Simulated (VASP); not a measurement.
# TiSe2 (P-3m1) in VASP: settings compared, part 2 of 2

VASP 6.6.1.

## Step 3: Relaxation of cell and atoms, PBE+D3(BJ)

The COD entry that gives the cell may itself be a prediction, so a difference from it is no test against experiment.

This run uses another cell than the first one, of 21.67 Å³/atom, 1.045 times its volume.

INCAR reads:

```
ALGO     = Normal         # electronic algorithm
EDIFF    = 1E-6           # SCF threshold, eV
EDIFFG   = -0.01          # ionic threshold
ENCUT    = 600            # plane-wave cutoff, eV
GGA      = PE             # functional
IBRION   = 2              # ionic algorithm
ISIF     = 3              # what is computed and relaxed
ISMEAR   = 1              # smearing method
IVDW     = 12             # dispersion correction
KPAR     = 2            
LASPH    = True           # aspherical terms in the spheres
LCHARG   = False          # write CHGCAR
LREAL    = False          # projectors in reciprocal space
LWAVE    = False          # write WAVECAR
NELM     = 80             # most SCF steps
NSW      = 90             # ionic steps
PREC     = Accurate       # precision mode
SIGMA    = 0.1            # smearing width, eV
```

KPOINTS reads:

```
k-points
0
Gamma
  12 12 6
```

POSCAR reads:

```
TiSe2
1.0
    3.5360000000      0.0000000000      0.0000000000
   -1.7680000000      3.0622658278      0.0000000000
    0.0000000000      0.0000000000      6.0040000000
Ti Se
1 2
Direct
    0.0000000000      0.0000000000      0.0000000000
    0.3333333333      0.6666666667      0.2552000000
    0.6666666667      0.3333333333      0.7448000000
```

Potentials or basis: VASP PAW PBE potentials, release 64 (Ti_sv, Se).

The run is started by

```console
> cat potpaw_PBE.64/Ti_sv/POTCAR potpaw_PBE.64/Se/POTCAR > POTCAR
> mpirun -np 2 vasp_std > vasp.out
```

OUTCAR:

```text
EDIFF = 1E-6
   EDIFFG = -0.01
   ENCUT = 600
   GGA = PE
   IBRION = 2
   ISIF = 3
   ISMEAR = 1
   IVDW = 12
   LASPH = True
   LREAL = False
   NELM = 80
   NSW = 90
   PREC = Accurate
 IVDW          = 12

 ion  position               nearest neighbor table
   1  0.000  0.000  0.000-   2 2.55   3 2.55   3 2.55   2 2.55   3 2.55   2 2.55
   2  0.333  0.667  0.255-   1 2.55   1 2.55   1 2.55
   3  0.667  0.333  0.745-   1 2.55   1 2.55   1 2.55

  LATTYP: Found a hexagonal cell.
 ALAT       =     3.5360000000
 C/A-ratio  =     1.6979638009

  Lattice vectors:

 A1 = (   3.5360000000,   0.0000000000,   0.0000000000)
 A2 = (  -1.7680000000,   3.0622658278,   0.0000000000)
 A3 = (   0.0000000000,   0.0000000000,   6.0040000000)

Analysis of symmetry for initial positions (statically):
=====================================================================
 Subroutine PRICEL returns:
 Original cell was already a primitive cell.

 Routine SETGRP: Setting up the symmetry group for a
 hexagonal supercell.

 Subroutine GETGRP returns: Found 12 space group operations
 (whereof 12 operations were pure point group operations)
 out of a pool of 24 trial point group operations.

The static configuration has the point symmetry D_3d.

Analysis of symmetry for dynamics (positions and initial velocities):
=====================================================================
 Subroutine PRICEL returns:
 Original cell was already a primitive cell.

 Routine SETGRP: Setting up the symmetry group for a
 hexagonal supercell.

 Subroutine GETGRP returns: Found 12 space group operations
 (whereof 12 operations were pure point group operations)
 out of a pool of 24 trial point group operations.

The dynamic configuration has the point symmetry D_3d.

 Subroutine INISYM returns: Found 12 space group operations
 (whereof 12 operations are pure point group operations),
 and found     1 'primitive' translations

----------------------------------------------------------------------------------------

                                     Primitive cell

  volume of cell :      65.0123

[... 111 lines left out ...]
  volume/ion in A,a.u.               =      21.67       146.24
  Fermi-wavevector in a.u.,A,eV,Ry     =   1.174393  2.219280 18.765127  1.379198
  Thomas-Fermi vector in A             =   2.310790
   LORBIT       =      0    0 simple, 1 ext, 2 COOP (PROOUT), +10 PAW based schemes
   GGA     = PE    functional components
   LHFCALC =     F    Hartree Fock is set to
   AEXX    =    0.0000 exact exchange contribution
   IVDW    =    12    specifies the selected vdW correction
   LEPSILON=     F    determine dielectric tensor
   LRPA    =     F    only Hartree local field effects (RPA)
 conjugate gradient relaxation of ions
 non-spin polarized calculation
 Methfessel and Paxton  Order N= 1 SIGMA  =   0.10
  energy-cutoff  :      600.00
  volume of cell :       65.01
 maximum number of plane-waves:      2193
   NGX = 15   NGY = 15   NGZ = 23

--------------------------------------- Ionic step        1  -------------------------------------------

 number of electron      24.0000001 magnetization

 Free energy of the ion-electron system (eV)
  ---------------------------------------------------
  ext. energy  EPLUGINS =         0.00000000
  ---------------------------------------------------
  free energy    TOTEN  =       -18.17606113 eV

  energy without entropy =      -18.17651070  energy(sigma->0) =      -18.17621099

 E-fermi :   4.7961     XC(G=0):  -9.9970

 val. band max:        4.7445082450   @ k =   0.5000   0.0000   0.3333
 cond. band min:       4.8065377620   @ k =   0.0000   0.3333   0.3333
 fundamental gap:      0.0620295170
 Fermi energy:         4.7960722755

 k-point     1 :       0.0000    0.0000    0.0000
  band No.  band energies     occupation
      1     -52.8289      2.00000
      2     -29.0548      2.00000
      3     -29.0439      2.00000
      4     -29.0439      2.00000
      5      -9.1572      2.00000
      6      -7.7283      2.00000
[... 563 lines left out ...]
  FREE ENERGIE OF THE ION-ELECTRON SYSTEM (eV)
  ---------------------------------------------------
  free  energy   TOTEN  =       -19.4626208960 eV

  energy  without entropy=      -19.4629016894  energy(sigma->0) =      -19.46271449

[... ionic steps 4 to 7 ...]

--------------------------------------- Ionic step        8  -------------------------------------------

 number of electron      24.0000002 magnetization

------------------------ aborting loop because EDIFF is reached ----------------------------------------
[... 77 lines left out ...]
--------------------------------------- Ionic step       10  -------------------------------------------

 number of electron      24.0000002 magnetization

 Free energy of the ion-electron system (eV)
  ---------------------------------------------------
  ext. energy  EPLUGINS =         0.00000000
  ---------------------------------------------------
  free energy    TOTEN  =       -18.12329176 eV

  energy without entropy =      -18.12333584  energy(sigma->0) =      -18.12330645

 E-fermi :   5.3936     XC(G=0): -10.3072

 val. band max:        5.3864420015   @ k =   0.0000   0.4167   0.1667
 cond. band min:       5.4018909198   @ k =   0.0833   0.0000   0.0000
 fundamental gap:      0.0154489184
 Fermi energy:         5.3935688676

 k-point     1 :       0.0000    0.0000    0.0000
  band No.  band energies     occupation
      1     -52.1276      2.00000
      2     -28.3610      2.00000
      3     -28.3469      2.00000
      4     -28.3469      2.00000
      5      -8.8181      2.00000
      6      -7.2002      2.00000
[... 481 lines left out ...]
  FREE ENERGIE OF THE ION-ELECTRON SYSTEM (eV)
  ---------------------------------------------------
  free  energy   TOTEN  =       -19.4762074745 eV

  energy  without entropy=      -19.4762515604  energy(sigma->0) =      -19.47622217

 reached required accuracy - stopping structural energy minimisation
```

OSZICAR:

```text
N       E                     dE             d eps       ncg     rms          rms(c)
DAV:   1     0.211356493397E+03    0.21136E+03   -0.12638E+04  3200   0.163E+03
[... 101 lines left out ...]
DAV:   2    -0.181257414702E+02    0.12799E-02   -0.53121E-02  3832   0.207E+00    0.298E-01
DAV:   3    -0.181235269288E+02    0.22145E-02   -0.26301E-02  4232   0.104E+00    0.152E-01
DAV:   4    -0.181232060107E+02    0.32092E-03   -0.27116E-03  3688   0.474E-01    0.367E-02
DAV:   5    -0.181232551362E+02   -0.49126E-04   -0.21016E-04  4096   0.104E-01    0.265E-02
DAV:   6    -0.181232815023E+02   -0.26366E-04   -0.47400E-05  5416   0.329E-02    0.188E-02
DAV:   7    -0.181232920999E+02   -0.10598E-04   -0.23459E-05  3760   0.387E-02    0.728E-03
DAV:   8    -0.181232917559E+02    0.34400E-06   -0.51845E-06  3376   0.198E-02
  10 F= -.19476207E+02 E0= -.19476222E+02  d E =-.854152E-04
```

Wall time 4.3 min (2 MPI ranks of AMD EPYC 9R14 (Zen 4), shared host); peak memory 0.28 GiB.

Results:

| Item | Value |
| --- | --- |
| Free energy | -19.4762 eV |
| Relaxed volume | 20.50 Å³/atom |
| Relaxed cell | a = 3.482 Å, b = 3.482 Å, c = 5.859 Å, α = 90.00°, β = 90.00°, γ = 120.00° |
| Space group after relaxing (to 0.05 Å) | P-3m1 (No. 164) |
| Energy gained by relaxing | 7.6 meV/atom |
| Ionic steps | 10 |
| Pressure after relaxing | 0.0 GPa |
| Largest force after relaxing | 0.008 eV/Å |
| Band gap on the k mesh | none (metal or under the smearing width) |
| Dispersion energy per atom | -0.451 eV |

Forces in eV/Å, atoms in the order of the input:
```
Ti   0.000  0.000  0.000
Se   0.000  0.000 -0.008
Se   0.000  0.000  0.008
```

Step by step:
| step | energy change (eV) | largest force (eV/Å) | pressure (GPa) | volume (Å³) |
| --- | --- | --- | --- | --- |
| 1 | 0.0000 | 0.0905 | -1.57 | 65.01 |
| 2 | -0.0085 | 0.3343 | 0.77 | 63.04 |
| 3 | -0.0091 | 0.2857 | 0.30 | 63.41 |
| 4 | -0.0154 | 0.1559 | 0.07 | 62.97 |
| 5 | -0.0171 | 0.0444 | -0.12 | 62.60 |
| 6 | -0.0193 | 0.0390 | -0.05 | 62.32 |
| 7 | -0.0226 | 0.0178 | 0.18 | 61.46 |
| 8 | -0.0226 | 0.0158 | 0.20 | 61.41 |
| 9 | -0.0222 | 0.0692 | -0.44 | 61.77 |
| 10 | -0.0227 | 0.0080 | 0.00 | 61.51 |

Final structure:
```
Ti Se
1.0
     3.48178    0.00000    0.00000
    -1.74089    3.01531    0.00000
     0.00000    0.00000    5.85864
Ti Se
1 2
Direct
  0.00000 0.00000 0.00000
  0.33333 0.66667 0.26539
  0.66667 0.33333 0.73461
```

Levels at points of the mesh, in eV from the Fermi level:
```
           k point  band 9  band 10  band 11  band 12  band 13  band 14  band 15  band 16
(0.00, 0.00, 0.00)   -2.24     0.38     0.52     0.52     0.58     0.62     0.62     3.29
(0.50, 0.00, 0.00)   -2.94    -2.86    -2.24    -1.42     0.05     1.48     1.90     3.22
(0.00, 0.00, 0.50)   -2.16    -2.16     0.29     0.29     0.50     0.50     1.28     3.75
(0.50, 0.00, 0.50)   -2.82    -2.54    -1.12    -0.84    -0.25     1.47     1.87     3.05
```

## Step 4: Relaxation of cell and atoms, PBE+D3(BJ)

This run uses another cell than the first one, of 20.50 Å³/atom, 0.988 times its volume.

Changes to INCAR since step 3:

```diff
@@ -1,4 +1,4 @@
 ALGO     = Normal         # electronic algorithm
-EDIFF    = 1E-6           # SCF threshold, eV
-EDIFFG   = -0.01          # ionic threshold
+EDIFF    = 1E-7           # SCF threshold, eV
+EDIFFG   = -0.005         # ionic threshold
 ENCUT    = 600            # plane-wave cutoff, eV
```

KPOINTS is that of step 3.

POSCAR reads:

```
TiSe2                                   
1.0
    3.4817797587     -0.0000000000     -0.0000000000
   -1.7408898794      3.0153097215      0.0000000000
    0.0000000000     -0.0000000000      5.8586364297
  Ti              Se            
     1     2
Direct
     0.0000000000000000    0.0000000000000000    0.0000000000000000
     0.3333333332999970    0.6666666667000030    0.2653902344821472
     0.6666666667000030    0.3333333332999970    0.7346097655178528
```

The run is started by

```console
> cat potpaw_PBE.64/Ti_sv/POTCAR potpaw_PBE.64/Se/POTCAR > POTCAR
> mpirun -np 2 vasp_std > vasp.out
```

Wall time 94 s (2 MPI ranks of AMD EPYC 9R14 (Zen 4), shared host); peak memory 0.26 GiB.

The run converged. Its results:

```yaml
Free_energy: -19.4757 eV
Relaxed_volume: 20.52 Å³/atom
Relaxed_cell: a = 3.484 Å, b = 3.484 Å, c = 5.857 Å, α = 90.00°, β = 90.00°, γ = 120.00°
Space_group_after_relaxing_to_0.05_Å: P-3m1 (No. 164)
Energy_gained_by_relaxing: 0.0 meV/atom
Ionic_steps: 4
Pressure_after_relaxing: 0.0 GPa
Band_gap_on_the_k_mesh: none (metal or under the smearing width)
Dispersion_energy_per_atom: -0.451 eV
```

Final structure:
```cif
data_structure
_symmetry_space_group_name_H-M 'P 1'
_symmetry_Int_Tables_number 1
_cell_length_a 3.4835
_cell_length_b 3.4835
_cell_length_c 5.8570
_cell_angle_alpha 90.000
_cell_angle_beta 90.000
_cell_angle_gamma 120.000
_cell_volume 61.55
loop_
_atom_site_label
_atom_site_type_symbol
_atom_site_fract_x
_atom_site_fract_y
_atom_site_fract_z
_atom_site_occupancy
Ti1 Ti 0.00000 0.00000 0.00000 1
Se1 Se 0.33333 0.66667 0.26520 1
Se2 Se 0.66667 0.33333 0.73480 1
```

Levels at points of the mesh, in eV from the Fermi level:
```tsv
k point	band 8	band 9	band 10	band 11	band 12	band 13	band 14	band 15	band 16
(0.00, 0.00, 0.00)	-2.25	-2.25	0.38	0.51	0.51	0.58	0.61	0.61	3.29
(0.50, 0.00, 0.00)	-3.86	-2.94	-2.86	-2.24	-1.42	0.05	1.47	1.89	3.22
(0.00, 0.00, 0.50)	-2.89	-2.16	-2.16	0.29	0.29	0.49	0.49	1.28	3.75
(0.50, 0.00, 0.50)	-4.86	-2.82	-2.55	-1.11	-0.85	-0.25	1.47	1.86	3.05
```

Caveat: pairwise dispersion overbinds metals, which lowers pressure and volume.

## Step 5: Relaxation of cell and atoms, rev-vdW-DF2

This run uses another cell than the first one, of 21.67 Å³/atom, 1.045 times its volume.

INCAR reads:

```
PREC     = Accurate       # precision mode
ENCUT    = 600            # plane-wave cutoff, eV
EDIFF    = 1E-6           # SCF threshold, eV
ISMEAR   = 1              # smearing method
SIGMA    = 0.1            # smearing width, eV
LREAL    = False          # projectors in reciprocal space
LASPH    = True           # aspherical terms in the spheres
NELM     = 80             # most SCF steps
ALGO     = Normal         # electronic algorithm
ISIF     = 3              # what is computed and relaxed
LWAVE    = False          # write WAVECAR
LCHARG   = False          # write CHGCAR
GGA      = MK             # functional
LUSE_VDW = True         
AGGAC    = 0.0          
PARAM1   = 0.1234       
PARAM2   = 0.711357     
ZAB_VDW  = -1.8867      
IBRION   = 2              # ionic algorithm
NSW      = 90             # ionic steps
EDIFFG   = -0.01          # ionic threshold
```

KPOINTS reads:

```
Automatic mesh
0
Gamma
  12 12 6
```

POSCAR reads:

```
TiSe2
1.0
    3.5360000000      0.0000000000      0.0000000000
   -1.7680000000      3.0622658278      0.0000000000
    0.0000000000      0.0000000000      6.0040000000
Ti Se
1 2
Direct
    0.0000000000      0.0000000000      0.0000000000
    0.3333333333      0.6666666667      0.2552000000
    0.6666666667      0.3333333333      0.7448000000
```

The run is started by

```console
> cat potpaw_PBE.64/Ti_sv/POTCAR potpaw_PBE.64/Se/POTCAR > POTCAR
> mpirun -np 1 vasp_std > vasp.out
```

Wall time 19 min (1 thread of Intel Xeon Platinum 8488C (Sapphire Rapids), shared host); peak memory 0.51 GiB.

It converged, with:

* Free energy: -12.9917 eV
* Relaxed volume: 21.46 Å³/atom
* Relaxed cell: a = 3.525 Å, b = 3.525 Å, c = 5.984 Å, α = 90.00°, β = 90.00°, γ = 120.00°
* Space group after relaxing (to 0.05 Å): P-3m1 (No. 164)
* Energy gained by relaxing: 0.7 meV/atom
* Ionic steps: 12
* Pressure after relaxing: 0.0 GPa
* Largest force after relaxing: 0.005 eV/Å
* Band gap on the k mesh: none (metal or under the smearing width)

Forces on the atoms (eV/Å):
```
Ti   0.000  0.000  0.000
Se   0.000  0.000  0.005
Se   0.000  0.000 -0.005
```

Step by step:
| step | energy change (eV) | largest force (eV/Å) | pressure (GPa) | volume (Å³) |
| --- | --- | --- | --- | --- |
| 1 | 0.0000 | 0.1100 | 0.04 | 65.01 |
| 2 | -0.0011 | 0.0232 | -0.31 | 65.07 |
| 3 | -0.0011 | 0.0055 | -0.38 | 65.08 |
| 4 | -0.0016 | 0.0222 | 0.03 | 64.61 |
| 5 | -0.0016 | 0.0204 | 0.01 | 64.65 |
| 6 | -0.0016 | 0.0195 | -0.01 | 64.68 |
| 7 | -0.0018 | 0.0194 | -0.01 | 64.63 |
| 8 | -0.0020 | 0.0192 | 0.01 | 64.46 |
| 9 | -0.0018 | 0.0185 | 0.10 | 64.14 |
| 10 | -0.0020 | 0.0193 | 0.07 | 64.36 |
| 11 | -0.0020 | 0.0281 | -0.22 | 64.44 |
| 12 | -0.0021 | 0.0048 | -0.04 | 64.38 |

Final structure:
```yaml
crystal:
  lattice:
    - [3.52472, 0.00000, 0.00000]
    - [-1.76236, 3.05249, 0.00000]
    - [0.00000, 0.00000, 5.98384]
  atoms:
    - { symbol: Ti, position: [0.00000, 0.00000, 0.00000] }
    - { symbol: Se, position: [0.33333, 0.66667, 0.25820] }
    - { symbol: Se, position: [0.66667, 0.33333, 0.74180] }
```

Levels at points of the mesh, in eV from the Fermi level:
```
           k point  band 10  band 11  band 12  band 13  band 14  band 15
(0.00, 0.00, 0.00)     0.23     0.45     0.45     0.52     0.52     0.61
(0.50, 0.00, 0.00)    -2.73    -2.25    -1.36     0.08     1.35     1.75
(0.00, 0.00, 0.50)    -2.20     0.28     0.28     0.44     0.44     1.22
(0.50, 0.00, 0.50)    -2.48    -1.16    -0.92    -0.19     1.34     1.72
```

Caveat: the PAW data sets were made with another functional, which shifts forces and pressure a little.

## Step 6: Relaxation of cell and atoms, rev-vdW-DF2

This run uses another cell than the first one, of 21.46 Å³/atom, 1.035 times its volume.

Changes to INCAR since step 5:

```diff
@@ -2,3 +2,3 @@
 ENCUT    = 600            # plane-wave cutoff, eV
-EDIFF    = 1E-6           # SCF threshold, eV
+EDIFF    = 1E-7           # SCF threshold, eV
 ISMEAR   = 1              # smearing method
@@ -20,2 +20,2 @@
 NSW      = 90             # ionic steps
-EDIFFG   = -0.01          # ionic threshold
+EDIFFG   = -0.005         # ionic threshold
```

KPOINTS is that of step 5.

POSCAR reads:

```
TiSe2                                   
1.0
    3.5247172698     -0.0000000000      0.0000000000
   -1.7623586349      3.0524946968     -0.0000000000
    0.0000000000     -0.0000000000      5.9838372376
  Ti              Se            
     1     2
Direct
     0.0000000000000000    0.0000000000000000    0.0000000000000000
     0.3333333332999970    0.6666666667000030    0.2581962461871908
     0.6666666667000030    0.3333333332999970    0.7418037538128092
```

Potentials or basis: VASP PAW PBE potentials, release 64 (Ti_sv, Se).

The run is started by

```console
> cat potpaw_PBE.64/Ti_sv/POTCAR potpaw_PBE.64/Se/POTCAR > POTCAR
> mpirun -np 1 vasp_std > vasp.out
```

It took 7.2 min on 1 thread of Intel Xeon Platinum 8488C (Sapphire Rapids), shared host; peak memory 0.51 GiB.

It converged, with:

```
Free energy                            : -12.9916 eV
Relaxed volume                         : 21.45 Å³/atom
Relaxed cell                           : a = 3.523 Å, b = 3.523 Å, c = 5.986 Å, α = 90.00°, β = 90.00°, γ = 120.00°
Space group after relaxing (to 0.05 Å) : P-3m1 (No. 164)
Energy gained by relaxing              : 0.0 meV/atom
Ionic steps                            : 4
Pressure after relaxing                : 0.0 GPa
Band gap on the k mesh                 : none (metal or under the smearing width)
```

Final structure:
```xyz
3
Lattice="3.5227 0.0000 0.0000 -1.7614 3.0508 0.0000 0.0000 0.0000 5.9864" Properties=species:S:1:pos:R:3 pbc="T T T"
Ti    0.0000    0.0000    5.9864
Se    0.0000    2.0338    1.5464
Se    1.7614    1.0169    4.4400
```

Levels at points of the mesh, in eV from the Fermi level:
| k point | band 8 | band 9 | band 10 | band 11 | band 12 | band 13 | band 14 | band 15 | band 16 |
| --- | --- | --- | --- | --- | --- | --- | --- | --- | --- |
| (0.00, 0.00, 0.00) | -2.25 | -2.25 | 0.22 | 0.46 | 0.46 | 0.53 | 0.53 | 0.61 | 3.27 |
| (0.50, 0.00, 0.00) | -3.75 | -2.76 | -2.74 | -2.24 | -1.35 | 0.08 | 1.35 | 1.75 | 3.16 |
| (0.00, 0.00, 0.50) | -2.68 | -2.19 | -2.19 | 0.29 | 0.29 | 0.44 | 0.44 | 1.22 | 3.62 |
| (0.50, 0.00, 0.50) | -4.58 | -2.72 | -2.48 | -1.16 | -0.91 | -0.19 | 1.35 | 1.72 | 3.04 |

Caveat: the PAW data sets were made with another functional, which shifts forces and pressure a little.

## Step 7: Overview

```tsv
level	cell	target pressure	gap on the mesh (eV)	pressure (GPa)	relaxed volume (Å³/atom)
PBE	relaxed to 3.12 GPa	3.12 GPa	none	3.1	-
PBE+D3(BJ)	relaxed	-	none	0.0	20.52
rev-vdW-DF2	relaxed	-	none	0.0	21.45
```

Alike in all rows: task relaxation of cell and atoms; potentials or basis VASP PAW PBE potentials, release 64 (Ti_sv, Se); no spin polarisation; k mesh 12 × 12 × 6; cutoff (eV) 600; smearing methfessel-paxton 0.1 eV.

Caveats: the relaxation stopped at its first step, so nothing moved (some runs); the cell is relaxed towards a set pressure, so the enthalpy falls and the energy may rise (some runs); pairwise dispersion overbinds metals, which lowers pressure and volume (some runs); the PAW data sets were made with another functional, which shifts forces and pressure a little (some runs).

Absolute energies hang on the potentials; compare differences alone.
